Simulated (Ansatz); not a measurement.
# Random displacements in SnSe

Method: DFT LDA, scalar-relativistic, plane waves, PAW in Ansatz 0.2.0. The runs took a 350 eV cutoff, a Γ-centred 6×6×6 mesh and Gaussian smearing (0.05 eV). The cutoff lies under the one recommended for these potentials. No spin polarisation. Energies are free energies at this smearing, counted from the undisturbed cell; pressure is positive in compression.

Reference structure (as given, not relaxed at this level; this rock-salt form isn't the usual structure):

```yaml
crystal:
  lattice:
    - [6.02000, 0.00000, 0.00000]
    - [0.00000, -6.02000, 0.00000]
    - [0.00000, 0.00000, -6.02000]
  atoms:
    - { symbol: Sn, position: [0.00000, 0.50000, 0.50000] }
    - { symbol: Sn, position: [0.50000, 0.00000, 0.50000] }
    - { symbol: Sn, position: [0.50000, 0.50000, 0.00000] }
    - { symbol: Sn, position: [0.00000, 0.00000, 0.00000] }
    - { symbol: Se, position: [0.50000, 0.00000, 0.00000] }
    - { symbol: Se, position: [0.00000, 0.50000, 0.00000] }
    - { symbol: Se, position: [0.00000, 0.00000, 0.50000] }
    - { symbol: Se, position: [0.50000, 0.50000, 0.50000] }
```

The atoms are displaced (Å, in the unstrained cell):

```
atom ux uy uz
 Sn1  -0.255   0.386   0.094
 Sn2   0.015  -0.397  -0.192
 Sn3  -0.246  -0.035   0.037
 Sn4   0.206   0.005  -0.251
 Se5   0.423   0.127   0.253
 Se6   0.451  -0.110  -0.085
 Se7  -0.144  -0.004   0.159
 Se8  -0.450   0.028  -0.015
```

Strain (Voigt, engineering shear): (0.0009, -0.0195, 0.0112, 0.0088, -0.0122, -0.0189).

What are the energy change, the stress and the forces?

ΔE = 180.5 meV/atom; stress (xx, yy, zz, yz, xz, xy; compression positive) (6.02, 4.10, -0.18, 0.16, 0.26, 0.02) GPa; gap on the mesh 0.10 eV.
```
atom Fx (eV/Å) Fy Fz
 Sn1       0.27  -1.31  -0.10
 Sn2      -0.15   1.43   0.52
 Sn3       4.14   0.14   0.15
 Sn4      -0.16   0.04   0.66
 Se5      -0.20  -0.25  -0.58
 Se6      -4.21   0.09  -0.10
 Se7       0.06   0.70  -0.39
 Se8       0.25  -0.83  -0.16
```

Cost: 1 run of about 1.6 core-minutes, on AMD EPYC 7R13 Processor (Zen 3) (shared hosts).